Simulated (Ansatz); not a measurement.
# Bi under compression and expansion

```xyz
1
Lattice="0.0000 2.5146 2.5146 2.5146 0.0000 2.5146 2.5146 2.5146 0.0000" Properties=species:S:1:pos:R:3 pbc="T T T"
Bi    0.0000    0.0000    0.0000
```

The conventional cell has a = 5.029 Å, b = 5.029 Å, c = 5.029 Å, α = 90.00°, β = 90.00°, γ = 90.00°. Bi (atom 1) has 12 Bi at 3.56 Å as nearest neighbours.

The cell was built from the fcc type and relaxed in the same program, and has space group Fm-3m; it needn't be a known or the stable phase.

Spin–orbit coupling is left out, though it moves levels of the heavy atoms by tenths of an eV or more.

Levels of theory: DFT, PBE, all-electron LAPW, scalar-relativistic (Ansatz 0.2.0); DFT, PBE, PAW with Ansatz's default frozen-core files, scalar-relativistic (Ansatz 0.2.0).

For LAPW: a Γ-centred 16×16×16 k mesh, Fermi–Dirac smearing of 0.05 eV, basis error target 0.5 meV/atom, no spin polarisation. PAW takes a cutoff of 420 eV at this cell. The Ansatz runs share mesh, smearing and spin set-up. Plane-wave (PAW) pressures include the program's estimate of the Pulay term.

The cell above is scaled evenly, with fractional coordinates and shape held.

(1) Estimate the equilibrium volume and bulk modulus that all-electron LAPW gives for this fixed shape.

Results:

(1) V0 = 31.81 Å³/atom, B0 = 51 GPa, B0′ = 4.4, from a third-order Birch–Murnaghan fit to these pressures:
```tsv
V/V(cell)	V (Å³/atom)	P, LAPW (GPa)	P, PAW (GPa)
0.9500	30.212	2.96	2.94
0.9750	31.008	1.38	1.36
1.0000	31.803	0.01	-0.01
1.0250	32.598	-1.19	-1.21
1.0500	33.393	-2.25	-2.26
```
